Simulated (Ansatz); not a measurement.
**Compressing HfB: a fit and a missing row**

HfB, Fm-3m, a = 4.788 Å. The structure is a COD entry; whether it is the stable form wasn't checked. Ansatz: PBEsol, PAW, 420 eV, Γ-centred 16×16×16 mesh on 2 atoms, Gaussian smearing 0.10 eV; no spin polarisation. Symmetry fixes shape and atoms, so the cell is only scaled; pressure is positive in compression.

| V (Å³/atom) | P (GPa) |
| --- | --- |
| 12.073 | 29.18 |
| 12.485 | 20.19 |
| 12.896 | ? |
| 13.308 | 5.74 |
| 13.720 | -0.05 |
| 14.131 | -5.05 |
| 14.543 | -9.39 |
| 15.092 | -14.27 |

Q: Take V0 = 13.720 Å³/atom, count pressures from its P0 = -0.05 GPa, fit the third-order Birch–Murnaghan form to the other rows, and predict the missing pressure.

A: With the Eulerian strain f = ½[(V0/V)^(2/3) − 1] and y = (P − P0)/[3f(1 + 2f)^(5/2)], the form is the line y = B0 + 1.5 B0 (B0′ − 4) f. Rows (f, y): 0.04450, 176.9; 0.03245, 177.7; 0.01027, 178.6; -0.00974, 179.7; -0.01905, 180.1; -0.03078, 180.5. Means f = 0.004608, y = 178.92; Σ(Δf)² = 0.004416, ΣΔfΔy = -0.2114; the slope is their ratio. y = 179.1 − 47.86 f GPa, so B0 = 179.1 GPa and B0′ = 4 + 2 × (-47.86)/(3 × 179.1) = 3.82. At V = 12.896, f = 0.02108, y = 178.09 and P = 12.44 GPa. The run gave 12.44 GPa, the same to the digits shown.

Spin–orbit coupling is left out, which can shift energies with elements as heavy as these.